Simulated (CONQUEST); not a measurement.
Runs of CONQUEST 1.3 on TiO2 (Anatase). It takes space group I4_1/amd (No. 141, tetragonal). Conventional cell: a = 3.784 Å, b = 3.784 Å, c = 9.515 Å, α = 90.00°, β = 90.00°, γ = 90.00°. Ti (site symmetry -4m2) is surrounded by 6 O at 1.93 to 1.98 Å. O (site symmetry 2mm) is surrounded by 3 Ti at 1.93 to 1.98 Å. 

| task | level | potentials or basis | smearing | gap on the mesh (eV) | pressure (GPa) | largest force (eV/Å) |
| --- | --- | --- | --- | --- | --- | --- |
| single point | PBE | PseudoDojo NC PBE, SZP, grid cutoff 150 Ha | fermi-dirac 0.05 eV | 1.81 | 8.8 | 0.12 |
| single point | PBE | PseudoDojo NC PBE, DZ, grid cutoff 150 Ha | fermi-dirac 0.05 eV | 1.95 | 6.3 | 0.05 |
| single point | PBE | PseudoDojo NC PBE, SZ, grid cutoff 150 Ha | fermi-dirac 0.05 eV | 1.51 | 3.4 | 0.17 |
| single point | PBE | PseudoDojo NC PBE, DZP, grid cutoff 150 Ha | fermi-dirac 0.05 eV | (b) | 7.2 | 0.03 |
| single point | revPBE | PseudoDojo NC PBE, SZP, grid cutoff 150 Ha | methfessel-paxton of order 1 0.1 eV | (a) | 11.5 | 0.16 |

Alike in all rows: no spin polarisation; cell as given; k mesh 5 × 5 × 2.

Task: Estimate the missing entries.

Result: (a) 1.82; (b) 1.99.

Caveats: an odd mesh through Γ misses points on the zone boundary, where band edges often lie; the basis of atomic orbitals isn't converged, which shifts pressures, moduli and gaps; the atomic basis is small (some runs); the box holds several primitive cells, so bands are folded and the points are those of the box's own zone (some runs); the potentials were made for another functional, which shifts forces and pressure (some runs).
